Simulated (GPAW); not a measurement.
Runs of GPAW 26.7.0 on MnSi. Symmetry: F-43m, No. 216, cubic system. The conventional cell has a = 5.154 Å, b = 5.154 Å, c = 5.154 Å, α = 90.00°, β = 90.00°, γ = 90.00°. Around Mn (site symmetry -43m) lie 4 Si at 2.23 Å. Si (site symmetry -43m) is surrounded by 4 Mn at 2.23 Å. The cell was built by a generator and needn't be a form met in nature.

```tsv
cell	site radius	gap on the mesh (eV)	moment (μB)
F-43m, 17.11 Å³/atom	1.06	none	2.06
F-43m, 16.46 Å³/atom	1.046	none	1.98
F-43m, 16.79 Å³/atom	1.053	none	(a)
F-43m, 16.14 Å³/atom	1.04	none	1.94
```

Alike in all rows: task magnons; level LDA; potentials or basis the program's PAW data sets (release 1.2.1) made for this functional, pw; spin collinear, ferromagnetic start; k mesh 7 × 7 × 7; cutoff (eV) 400; smearing fermi-dirac 0.05 eV.

**Question.** Estimate the missing entries.

**Answer.** (a) 2.02.

Caveats: the number of bands moves the energies at small q by some ten meV; the exchange constants hang on this mesh and on the site radius; magnon energies are noisy on this mesh.

A gap of «none» marks a metal or a gap under the smearing width.

Runs at the PBE level aren't shown here.
